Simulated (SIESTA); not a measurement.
The system is HfO2.

```
CELL_PARAMETERS angstrom
3.61685 0.00000 0.00000
1.80843 3.13229 0.00000
1.80843 1.04410 2.95315
ATOMIC_POSITIONS crystal
Hf 0.00000 0.00000 0.00000
O 0.75000 0.75000 0.75000
O 0.25000 0.25000 0.25000
```

Measurements of this composition are mostly on another form, of space group No. 14.

Base run:

```yaml
Program: SIESTA 5.4.2
Functional: optB88-vdW
Potentials_or_basis: PseudoDojo 0.4 standard (PBE files)
Basis: DZP (energy shift 0.003 Ry; two zetas on semicore shells)
Grid_cutoff: 800 Ry
Energy_shift: 0.003 Ry
k_mesh: 9 × 9 × 9
Occupations: fermi-dirac, width 0.05 eV
Spin: no spin polarisation
```

Its results: band gap on the k mesh 3.67 eV, indirect (least direct gap 3.81 eV); pressure -1.3 GPa.

The run is repeated on the same cell with these changes: functional from optB88-vdW to vdW-DF-C09. What comes out?

Band gap on the k mesh 3.62 eV, indirect (least direct gap 3.74 eV); pressure -6.8 GPa.

Caveats: short orbitals over semicore shells can move pressures by several GPa; the potentials were made for another functional, which shifts forces and pressure; spin-orbit coupling is left out, which moves the levels of the heavy elements; an odd mesh through Γ misses points on the zone boundary, where band edges often lie; the basis of atomic orbitals isn't converged, which shifts pressures, moduli and gaps.
